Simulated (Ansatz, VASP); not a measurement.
## Two plane-wave programs on ZnSe

The input INCAR:

```
PREC = Accurate
ENCUT = 520
EDIFF = 1E-6
ISMEAR = -1
SIGMA = 0.02
LREAL = False
LASPH = True
NELM = 100
ALGO = Normal
ISIF = 2
LWAVE = False
LCHARG = False
GGA = PE
NBANDS = 16
```

KPOINTS

```
Automatic mesh
0
Gamma
  8 8 8
```

File POSCAR:

```
ZnSe
1.0
    0.0000000000      2.7191238570      2.7191238570
    2.7191238570      0.0000000000      2.7191238570
    2.7191238570      2.7191238570      0.0000000000
Zn Se
1 1
Direct
    0.0000000000      0.0000000000      0.0000000000
    0.2500000000      0.2500000000      0.2500000000
```

Input for Ansatz:

```yaml
crystal:
  lattice:
    - [0.0, 2.719123857, 2.719123857]
    - [2.719123857, 0.0, 2.719123857]
    - [2.719123857, 2.719123857, 0.0]
  atoms:
    - { symbol: Zn, position: [0.0, 0.0, 0.0] }
    - { symbol: Se, position: [0.25, 0.25, 0.25] }
kpoints:
  mp_grid: { grid: [8, 8, 8] }
  band_path:
    path:
      - [0.0, 0.0, 0.0]
      - [-0.5, -0.5, 0.0]
      - [-0.375, -0.375, 0.25]
      - [-0.375, 0.0, 0.375]
      - [0.0, 0.0, 0.5]
      - [-0.5, -0.25, 0.25]
    npoints: 1
hamiltonian:
  xc: pbe
scf:
  occupations: { method: fermi_dirac, width: 0.02 }
  n_extra_bands: 4
output:
  forces: true
  stress: true
  eigenvalues: true
```

Change from the starting cell: hydrostatic strain -4.0%.

Alike in both runs: task single point; functional PBE; k mesh 8 × 8 × 8; occupations fermi-dirac, width 0.02 eV; no spin polarisation.

```csv
,VASP,Ansatz
version,VASP 6.6.1,Ansatz 0.2.0
potentials or method,"VASP PAW PBE potentials, release 64 (Zn, Se)","plane waves, PAW"
plane-wave cutoff (eV),520,420
valence electrons in the cell,18,28
```

```tsv
	VASP	Ansatz	Ansatz less VASP
gap on the k mesh at the Fermi level (eV)	1.82	1.81	-0.009
pressure (GPa)	13.2	12.8	-0.38
```

The functional is the same, so the differences come from potentials, cutoffs and numerics. The two sets of potentials don't hold the same shells in valence.
